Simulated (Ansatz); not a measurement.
**Redistribution: C3H6O + C3H6FI → C2H3IO + C4H9F**

Species: C3H6O (acetone) `CC(C)=O`, singlet; C3H6FI `CC(I)CF`, singlet; C2H3IO (acetyl iodide) `CC(=O)I`, singlet; C4H9F `CC(C)CF`, singlet. The partners trade CH3 for I; both sit on C, so the bond types are kept.

Shapes, held fixed at every level: PBE0-D4/def2-TZVP. Flexible molecules stand in one conformer, not always the lowest. Programs: Ansatz 0.2.0. Electronic energies: no zero-point or thermal term.

Estimate ΔE of this reaction.

The highest level, CCSD(T)/def2-TZVPP, gives ΔE = -13.5 kJ/mol; the levels span -20.8 to -8.9. The column of differences is taken from that level and isn't an error. No measured value is set beside it here. For atoms past krypton def2 sets carry core potentials with scalar relativity. Correlated rows may include outer-core shells of I, which these sets cover unevenly. Times are processor times on shared x86 and Arm servers, and rough.

| level | kind | ΔE (kJ/mol) | less CCSD(T)/def2-TZVPP | CPU time (sum over the molecules) |
| --- | --- | --- | --- | --- |
| B3LYP-D4/def2-TZVPP | global hybrid | -20.8 | -7.3 | 53 s |
| PBE0-D4/def2-TZVPP | global hybrid | -18.5 | -5.0 | 33 s |
| wB97M-V/def2-TZVPP | range-separated hybrid | -12.6 | +0.9 | 2.1 min |
| wB97X-V/def2-TZVPP | range-separated hybrid | -11.5 | +2.0 | 86 s |
| B2PLYP/def2-TZVPP | double hybrid | -20.1 | -6.6 | 68 s |
| CCSD/def2-TZVPP | coupled cluster or CI | -8.9 | +4.6 | – |
| CCSD(T)/def2-TZVPP | coupled cluster or CI | -13.5 | 0.0 | 23 min |
